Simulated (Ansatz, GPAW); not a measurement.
This is a calculation of Ta for Ansatz 0.2.0. The given cell was strained at random by a few per cent at fixed volume. 

Contents of input.yaml:

```yaml
crystal:
  lattice:
    - [-1.620734, 1.654648, 1.62924]
    - [1.697801, -1.62617, 1.677829]
    - [1.622436, 1.627872, -1.600762]
  atoms:
    - { symbol: Ta, position: [0.001911, -0.023575, -0.004103] }
hamiltonian:
  xc: pbesol
  pseudopotentials: { kind: paw }
kpoints:
  mp_grid: { grid: [11, 11, 11] }
scf:
  occupations: { method: fermi_dirac, width: 0.05 }
output:
  forces: true
  stress: true
  eigenvalues: true
```

Potentials or basis: Ansatz PAW.

Run with:

```bash
$ ansatz run input.yaml --threads 1 --pin off --max-ram 3584MiB --backend cpu --events-out ev --progress --plain --runs-dir out
```

Task: What does the same run look like in GPAW 26.7.0 (ASE script)? Potentials or basis there: PAW data sets generated for this functional, cutoff 600 eV.

Result: As run (cutoffs and basis follow the program's own potentials, and thresholds, step limits or extra output files can differ):

The input run.py:

```python
from ase import Atoms
from ase.dft.bandgap import bandgap
from ase.io import write
from ase.units import GPa
from gpaw import GPAW, PW, setup_paths

setup_paths.insert(0, '.')

atoms = Atoms(['Ta'],
              cell=[[-1.620734, 1.654648, 1.62924],
                    [1.697801, -1.62617, 1.677829],
                    [1.622436, 1.627872, -1.600762]],
              scaled_positions=[[0.001911, -0.023575, -0.004103]],
              pbc=True)

calc = GPAW(mode=PW(600),
            xc='PBEsol',
            kpts={'size': (11, 11, 11), 'gamma': True},
            occupations={'name': 'fermi-dirac', 'width': 0.05},
            nbands=15,
            convergence={'density': 1e-05, 'energy': 1e-05},
            maxiter=150,
            txt='gpaw.txt')
atoms.calc = calc
energy = atoms.get_potential_energy()
forces = atoms.get_forces()
stress = atoms.get_stress()
calc.write('gs.gpw')
write('result.traj', atoms)
print(f'Energy: {energy:.6f} eV')
print('Forces (eV/A):')
print(forces.round(4))
print('Stress (GPa):', (stress / GPa).round(3))
print('Fermi level:', round(calc.get_fermi_level(), 4), 'eV')
print(f'Gap: {bandgap(calc)[0]:.4f} eV, direct: {bandgap(calc, direct=True)[0]:.4f} eV')
```

Potentials or basis: PAW data sets generated in the run's folder for this functional, pw.

Command:

```console
$ gpaw-setup -f PBEsol Ta
$ OMP_NUM_THREADS=1 python run.py
```

Both were run:

|  | Ansatz | GPAW |
| --- | --- | --- |
| Pressure | -3.9 GPa | -3.6 GPa |
| Energy over the undisturbed cell | 14.3 meV/atom | 14.6 meV/atom |

Ansatz's pressure holds a Pulay term of +0.05 GPa for its cutoff of 420 eV, which the other run lacks.

Ansatz's potentials were made for PBE.

Where Ansatz's input types no cutoff or centring, it takes its own default and a Γ-centred mesh.

Pressure is positive in compression.
